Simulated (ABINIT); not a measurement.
Input of an ABINIT 10.8.3 (patched build) run:

The input run.abi:

```
# Datasets: ground state, then fixed potential
ndtset 2

# Pseudopotentials
pp_dirpath "./"
pseudos "Ag.GGA_PBE-JTH.xml"

# Structure
acell 5.4592009917 5.4592009917 5.4592009917
rprim
     0.0000000000     0.7071067812     0.7071067812
     0.7071067812     0.0000000000     0.7071067812
     0.7071067812     0.7071067812     0.0000000000
ntypat 1
znucl 47
natom 1
typat 1
xred
     0.0000000000     0.0000000000     0.0000000000

# Plane-wave basis
ecut 17.0
pawecutdg 34.0

# Exchange and correlation
ixc -109134

# Bands and occupations
occopt 3
tsmear 0.00183747

# SCF cycle
nstep 100

# Output
iomode 3
prtwf 0
prteig 0
prtebands 0
enunit 2
prtden1 1

# Dataset 1
kptopt1 1
ngkpt1 11 11 11
nshiftk1 1
shiftk1 0.0 0.0 0.0
nband1 10
tolvrs1 1.0e-9

# Dataset 2: bands along G-X-W-K-G-L-U-W-L-K
iscf2 -2
getden2 1
nband2 14
nbdbuf2 2
tolwfr2 1.0e-12
kptopt2 -9
ndivsm2 6
prteig2 1
prtvol2 -3
kptbounds2
     0.0000000000     0.0000000000     0.0000000000
     0.5000000000     0.0000000000     0.5000000000
     0.5000000000     0.2500000000     0.7500000000
     0.3750000000     0.3750000000     0.7500000000
     0.0000000000     0.0000000000     0.0000000000
     0.5000000000     0.5000000000     0.5000000000
     0.6250000000     0.2500000000     0.6250000000
     0.5000000000     0.2500000000     0.7500000000
     0.5000000000     0.5000000000     0.5000000000
     0.3750000000     0.3750000000     0.7500000000
```

Potentials or basis: JTH PAW PBE v2.0.

Run with:

```bash
$ abinit run.abi > log 2>&1
```

**Question.** Estimate the band gap on the k mesh.

**Answer.** None (metal or under the smearing width).

**Question.** Predict the pressure.

**Answer.** 4.2 GPa.

Levels at the corners of the path, in eV from the Fermi level:
```csv
point,band 3,band 4,band 5,band 6,band 7,band 8
Γ,-5.09,-5.09,-4.06,-4.06,16.51,19.86
X,-3.29,-3.05,-3.05,1.37,6.45,10.53
W,-5.35,-4.05,-3.05,5.71,5.71,6.74
K,-4.36,-3.83,-3.33,4.04,5.01,6.88
Γ,-5.09,-5.09,-4.06,-4.06,16.51,19.86
L,-5.11,-3.26,-3.26,-0.63,3.31,15.61
U,-4.36,-3.83,-3.33,4.04,5.01,6.88
W,-5.35,-4.05,-3.05,5.71,5.71,6.74
L,-5.11,-3.26,-3.26,-0.63,3.31,15.61
K,-4.36,-3.83,-3.33,4.04,5.01,6.88
```

Caveat: the PAW data sets were made with another functional, which shifts forces and pressure a little.
